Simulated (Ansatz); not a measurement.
**SrO: response to strain**

Aim: deform SrO (equal xx and yy strain of +3 %) and compute stress, forces and field gradients with LAPW, PAW and all-electron datasets made for the crystal.

Computed with Ansatz 0.2.0 (DFT LDA, scalar-relativistic, unless a step's input says otherwise).

**1. Starting point**

The structure is cubic, space group Fm-3m (No. 225). Conventional cell: a = 5.140 Å, b = 5.140 Å, c = 5.140 Å, α = 90.00°, β = 90.00°, γ = 90.00°. Around Sr (site symmetry m-3m) lie 6 O at 2.57 Å. O (site symmetry m-3m) is surrounded by 6 Sr at 2.57 Å.

Coordinates:

```
CELL_PARAMETERS angstrom
0.00000 2.56980 2.56980
2.56980 0.00000 2.56980
2.56980 2.56980 0.00000
ATOMIC_POSITIONS crystal
Sr 0.00000 0.00000 0.00000
O 0.50000 0.50000 0.50000
```

Atoms are numbered in the order of the input: Sr1, O2.

**2. The deformed structure**

Space group Fm-3m before, I4/mmm after.

**3. LAPW, all electrons**

Contents of input.yaml:

```yaml
crystal:
  lattice:
    - [0.0, 2.646894, 2.5698]
    - [2.646894, 0.0, 2.5698]
    - [2.646894, 2.646894, 0.0]
  atoms:
    - { symbol: Sr, position: [0.0, 0.0, 0.0] }
    - { symbol: O, position: [0.5, 0.5, 0.5] }
kpoints:
  mp_grid: { grid: [8, 8, 8] }
  band_path:
    path:
      - [0.0, 0.0, 0.0]
      - [0.0, 0.5, 0.5]
      - [0.25, 0.75, 0.5]
      - [0.0, 0.5, 0.0]
      - [0.0, 0.0, 0.0]
      - [0.5, 0.5, 0.0]
      - [0.3826125, 0.6173875, 0.0]
      - [-0.3826125, 0.3826125, 0.0]
      - [0.0, 0.0, 0.0]
    npoints: 5
scf:
  occupations: { method: fermi_dirac, width: 0.02 }
hamiltonian:
  xc: lda
  pseudopotentials: { kind: all_electron, lapw: { basis_error: 0.00025 } }
output:
  forces: true
  stress: true
  eigenvalues: true
```

Run with:

```
ansatz run input.yaml --threads 1 --pin off --max-ram 3072MiB --backend cpu --events-out ev --progress --plain --runs-dir out
```

**4. Frozen-core PAW**

Contents of input.yaml:

```yaml
crystal:
  lattice:
    - [0.0, 2.646894, 2.5698]
    - [2.646894, 0.0, 2.5698]
    - [2.646894, 2.646894, 0.0]
  atoms:
    - { symbol: Sr, position: [0.0, 0.0, 0.0] }
    - { symbol: O, position: [0.5, 0.5, 0.5] }
kpoints:
  mp_grid: { grid: [8, 8, 8] }
scf:
  occupations: { method: fermi_dirac, width: 0.02 }
hamiltonian:
  xc: lda
  pseudopotentials: { kind: paw }
output:
  forces: true
  stress: true
  eigenvalues: true
  efg: { contact_densities: true }
  write_density: true
  write_potential: true
  elf: true
  volumetric_format: npy
```

**5. Datasets made for this crystal**

input.yaml: that of step 4 with these lines changed.

```diff
@@ -14,3 +14,3 @@
   xc: lda
-  pseudopotentials: { kind: paw }
+  pseudopotentials: { kind: all_electron, datasets: crystal }
 output:
@@ -20,5 +20 @@
   efg: { contact_densities: true }
-  write_density: true
-  write_potential: true
-  elf: true
-  volumetric_format: npy
```

(Steps that only read results are left out.)

What does the calculation give? Wanted: pressure; largest shear or deviatoric stress.

The runs gave:

```
                                 quantity                                              value
                                 pressure  LAPW -8.38, PAW -8.38, crystal datasets -8.38 GPa
largest shear or deviatoric stress (LAPW)                                           1.71 GPa
```

The largest part of the stress beyond the pressure is 1.71 GPa in size, in the zz component; the atoms are carried along and not relaxed. No run of the undeformed cell stands beside it, so the pressure holds what the given cell had before the change. PAW: stress within 0.01 GPa of LAPW. Crystal datasets: stress within 0.01 GPa of LAPW.
